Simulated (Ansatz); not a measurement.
SiO2:

```xyz
12
Lattice="0.0000 4.7163 7.3628 2.3596 0.0000 7.3628 2.3596 4.7163 0.0000" Properties=species:S:1:pos:R:3 pbc="T T T"
Si    3.5394    7.0744   13.7944
Si    2.3596    4.7163   10.1131
Si    2.3596    4.7163    4.6125
Si    3.5394    7.0744    8.2939
O     1.1798    0.5984    3.6814
O     1.1798    4.1179    3.6814
O     2.3596    7.6728    7.3628
O     2.3596    1.7597    7.3628
O     2.9495    3.5372    5.5221
O     2.9495    5.8953    9.2035
O     1.7697    3.5372    9.2035
O     1.7697    5.8953    5.5221
```

The cell comes from a database or a generator and needn't be the stable form of this composition.

Base run:

* Program: Ansatz 0.2.0
* Functional: PBE
* Potentials or basis: Ansatz PAW
* Cutoff: 300 eV
* Density cutoff: 1200 eV
* k mesh: 7 × 7 × 7
* Occupations: fermi-dirac, width 0.05 eV
* Spin: no spin polarisation

Its results: band gap on the k mesh 5.73 eV, direct; pressure 4.8 GPa; largest force 0.368 eV/Å.

Problem. The run is repeated on the same cell with these changes: functional from PBE to PBEsol; cutoff from 300 eV to 420 eV (not typed: the program's choice for these potentials). What comes out?

Solution. Band gap on the k mesh 5.69 eV, direct; pressure 2.4 GPa; largest force 0.223 eV/Å.

PBEsol binds more tightly than PBE, so the same cell stands under less pressure.

Caveats: odd divisions of the mesh miss points on the zone boundary, where band edges often lie, so the gap on the mesh can be too wide; the pressure holds a Pulay correction of +21.4 GPa for the finite cutoff (some runs); the cutoff lies under the one recommended for these potentials (some runs); the PAW data sets come from PBE, with cores solved anew for the run's functional, which leaves a small shift of forces and pressure (some runs).

A k mesh can miss the band edges.
